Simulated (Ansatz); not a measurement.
Input, command and steps of an Ansatz relaxation.

```yaml
crystal:
  lattice:
    - [2.0828117463, 2.0828117463, 0.0]
    - [-2.0828117463, 2.0828117463, 0.0]
    - [0.0, 0.0, 4.0996334174]
  atoms:
    - { symbol: Au, position: [0.0, 0.0, 0.0] }
    - { symbol: Au, position: [0.5, 0.5, 0.5] }
basis:
  ecutwfc: 500
kpoints:
  mp_grid: { grid: [18, 18, 12] }
hamiltonian:
  xc: r2scan
scf:
  occupations: { method: gaussian, width: 0.1 }
output:
  forces: true
  stress: true
  eigenvalues: true
relax:
  adjacent_minimum: "off"
  f_tol: 0.008
  max_steps: 40
  cell: { stress_tol: 0.015, fix: [a, b, gamma] }
```

```bash
ansatz run input.yaml --threads 1 --pin off --max-ram 2560MiB --backend cpu --events-out ev --progress --plain --runs-dir out
```

Theory: DFT r2SCAN, scalar-relativistic, plane waves, PAW (Ansatz 0.2.0).

Of 5 frames 4 are shown, positions in Å and forces in eV/Å; the SCF threshold varies from step to step. Steps run on the plane waves of an earlier cell, with a Pulay correction in the pressure. The basis is chosen afresh for the last frame, the zero of the energies, and at times for earlier ones too; energy and pressure step there, also at an unchanged geometry.

```xyz
2
Lattice="2.0828 2.0828 0.0000 -2.0828 2.0828 0.0000 0.0000 0.0000 4.0996" Properties=species:S:1:pos:R:3:forces:R:3 pbc="T T T" step=1 free_energy_over_end_meV_per_atom=1.39 pressure_GPa=-2.01
Au    0.0000    0.0000    0.0000    0.0000    0.0000    0.0000
Au    0.0000    2.0828    2.0498    0.0000    0.0000    0.0000
2
Lattice="2.0828 2.0828 0.0000 -2.0828 2.0828 0.0000 0.0000 0.0000 4.0186" Properties=species:S:1:pos:R:3:forces:R:3 pbc="T T T" step=2 free_energy_over_end_meV_per_atom=0.40 pressure_GPa=1.02
Au    0.0000    0.0000    0.0000    0.0000    0.0000    0.0000
Au    0.0000    2.0828    2.0093    0.0000    0.0000    0.0000
2
Lattice="2.0828 2.0828 0.0000 -2.0828 2.0828 0.0000 0.0000 0.0000 4.0510" Properties=species:S:1:pos:R:3:forces:R:3 pbc="T T T" step=3 free_energy_over_end_meV_per_atom=-0.10 pressure_GPa=-0.24
Au    0.0000    0.0000    0.0000    0.0000    0.0000    0.0000
Au    0.0000    2.0828    2.0255    0.0000    0.0000    0.0000
2
Lattice="2.0828 2.0828 0.0000 -2.0828 2.0828 0.0000 0.0000 0.0000 4.0498" Properties=species:S:1:pos:R:3:forces:R:3 pbc="T T T" step=5 free_energy_over_end_meV_per_atom=0.00 pressure_GPa=-0.20
Au    0.0000    0.0000    0.0000    0.0000    0.0000    0.0000
Au    0.0000    2.0828    2.0249    0.0000    0.0000    0.0000
```

It took 3.1 min on 1 thread of Intel(R) Xeon(R) Platinum 8259CL CPU @ 2.50GHz (Skylake/Cascade Lake), on a shared host, peak memory 0.71 GiB.

Spin–orbit coupling is left out, which can shift energies with elements as heavy as these.